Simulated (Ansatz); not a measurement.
**BaTiO3: relaxation of cell and atoms with LDA**

BaTiO3:

```xyz
10
Lattice="-0.0916 0.0228 -3.9624 3.8809 4.1318 0.0685 3.9232 -4.1741 0.1139" Properties=species:S:1:pos:R:3 pbc="T T T"
Ba   -0.0891    0.0216   -3.9524
Ba    3.8099   -0.0081   -3.8705
Ti    5.8057   -2.0917   -1.8364
Ti    5.7813    2.0621   -1.8706
O     5.7605   -2.0831   -3.8105
O     5.8496    2.0349    0.1179
O     1.9215   -0.0035   -1.9120
O     5.8095   -0.0035   -1.8420
O     3.8686   -2.0813   -1.8916
O     3.8553    2.0567   -1.9035
```

```json
{
  "Program": "Ansatz 0.2.0",
  "Task": "relaxation of cell and atoms",
  "Functional": "LDA",
  "Potentials or basis": "all-electron LAPW, scalar-relativistic",
  "Basis error allowed": "0.002 eV/atom",
  "k mesh": "6 × 4 × 4",
  "Occupations": "fermi-dirac, width 0.05 eV",
  "Spin": "no spin polarisation"
}
```

```yaml
Relaxed_volume: 12.28 Å³/atom
Relaxed_cell: a = 3.943 Å, b = 5.577 Å, c = 5.583 Å, α = 89.93°, β = 90.09°, γ = 90.01°
Space_group_after_relaxing_to_0.05_Å: R3m (No. 160)
Energy_gained_by_relaxing: 48.0 meV/atom
Ionic_steps: 9
Pressure_after_relaxing: 0.0 GPa
Largest_force_after_relaxing: 0.009 eV/Å
Band_gap_on_the_k_mesh: 2.11 eV
```

Forces in eV/Å, atoms in the order of the input:
```
Ba   0.004 -0.003  0.002
Ba   0.003 -0.002  0.003
Ti  -0.004  0.006 -0.002
Ti  -0.006  0.006 -0.003
O    0.000 -0.001  0.001
O    0.000 -0.001  0.001
O    0.000 -0.002  0.000
O    0.000 -0.002  0.000
O    0.001 -0.001 -0.001
O    0.002 -0.001 -0.001
```

Step by step:
```tsv
step	energy change (eV)	largest force (eV/Å)	volume (Å³)
1	0.0000	0.2452	128.34
2	-0.3772	0.1389	122.14
3	-0.4598	0.0433	121.84
4	-0.4645	0.0832	121.99
5	-0.4691	0.1813	122.91
6	-0.4705	0.1644	122.57
7	-0.4772	0.0895	123.12
8	-0.4801	0.0089	122.78
9	-0.4802	0.0089	122.78
```

Final structure:
```yaml
crystal:
  lattice:
    - [-0.00253, 0.00200, -3.94323]
    - [3.94589, 3.94102, 0.00000]
    - [3.95054, -3.94540, 0.00391]
  atoms:
    - { symbol: Ba, position: [0.00445, 0.99972, 0.99527] }
    - { symbol: Ba, position: [0.00446, 0.49972, 0.49529] }
    - { symbol: Ti, position: [0.51254, 0.49935, 0.98686] }
    - { symbol: Ti, position: [0.51252, 0.99936, 0.48686] }
    - { symbol: O, position: [0.99178, 0.50020, 0.00464] }
    - { symbol: O, position: [0.99177, 0.00020, 0.50464] }
    - { symbol: O, position: [0.49555, 0.24831, 0.25652] }
    - { symbol: O, position: [0.49555, 0.74831, 0.75652] }
    - { symbol: O, position: [0.49569, 0.25241, 0.75670] }
    - { symbol: O, position: [0.49568, 0.75242, 0.25670] }
```

Levels at points of the mesh, in eV from the valence-band top:
| k point | band 68 | band 69 | band 70 | band 71 | band 72 | band 73 | band 74 | band 75 | band 76 | band 77 |
| --- | --- | --- | --- | --- | --- | --- | --- | --- | --- | --- |
| (0.00, 0.00, 0.00) | -0.79 | -0.29 | -0.19 | -0.19 | -0.06 | 2.11 | 2.13 | 2.23 | 3.91 | 3.92 |
| (0.00, 0.00, -0.50) | -1.06 | -0.90 | -0.90 | -0.44 | -0.44 | 3.01 | 3.01 | 3.15 | 3.15 | 3.39 |
| (0.00, -0.50, 0.00) | -1.10 | -0.89 | -0.89 | -0.43 | -0.43 | 2.96 | 2.96 | 3.17 | 3.17 | 3.38 |
| (0.00, -0.50, -0.50) | -1.74 | -0.82 | -0.80 | -0.73 | -0.72 | 2.27 | 2.29 | 3.85 | 3.85 | 3.91 |
| (-0.50, 0.00, 0.00) | -0.82 | -0.73 | -0.02 | -0.01 | 0.00 | 2.29 | 3.85 | 3.91 | 4.54 | 4.57 |
| (-0.50, 0.00, -0.50) | -0.96 | -0.58 | -0.58 | -0.54 | -0.54 | 3.65 | 3.65 | 4.10 | 4.10 | 4.10 |
| (-0.50, -0.50, 0.00) | -0.90 | -0.59 | -0.59 | -0.54 | -0.54 | 3.59 | 3.59 | 4.06 | 4.06 | 4.15 |
| (-0.50, -0.50, -0.50) | -0.81 | -0.79 | -0.79 | -0.06 | -0.05 | 3.91 | 3.92 | 3.92 | 3.92 | 4.31 |

Wall time 9.3 min on 8 threads of Intel(R) Xeon(R) Platinum 8259CL CPU @ 2.50GHz (Skylake/Cascade Lake), on a shared host, peak memory 2.5 GiB.

Caveat: spin-orbit coupling is left out, which moves the levels of the heavy elements. LDA usually gives volumes a few per cent too small.
